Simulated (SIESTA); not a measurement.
Crystal: C.

```
C
1.0
     2.52210    0.00000    0.00000
    -1.26105    2.18420    0.00000
     0.00000    0.00000    8.23710
C
8
Direct
  0.66667 0.33333 0.84375
  0.33333 0.66667 0.34375
  0.66667 0.33333 0.65625
  0.33333 0.66667 0.15625
  0.00000 0.00000 0.90625
  0.00000 0.00000 0.40625
  0.00000 0.00000 0.59375
  0.00000 0.00000 0.09375
```

This is a hexagonal form of diamond, not graphite.

Base run:

- Program: SIESTA 5.4.2
- Functional: PBE
- Potentials or basis: PseudoDojo 0.4 standard (PBE files)
- Basis: TZDP (energy shift 0.01 Ry)
- Grid cutoff: 500 Ry
- Energy shift: 0.01 Ry
- k mesh: 12 × 12 × 4
- Occupations: fermi-dirac, width 0.05 eV
- Spin: no spin polarisation

Its results: band gap on the k mesh 4.65 eV, indirect (least direct gap 5.23 eV); pressure 11.3 GPa; largest force 0.306 eV/Å.

Task: The run is repeated on the same cell with these changes: basis from TZDP (energy shift 0.01 Ry) to SZ (energy shift 0.003 Ry); energy shift from 0.01 Ry to 0.003 Ry. What comes out?

Result: Band gap on the k mesh 6.10 eV, direct; pressure 24.0 GPa; largest force 0.430 eV/Å.

Caveats: the basis of atomic orbitals isn't converged, which shifts pressures, moduli and gaps; the basis has no polarisation orbitals (some runs); so large a pressure means that the cell lies far from this level's equilibrium, or that cutoff or potentials fall short (some runs).
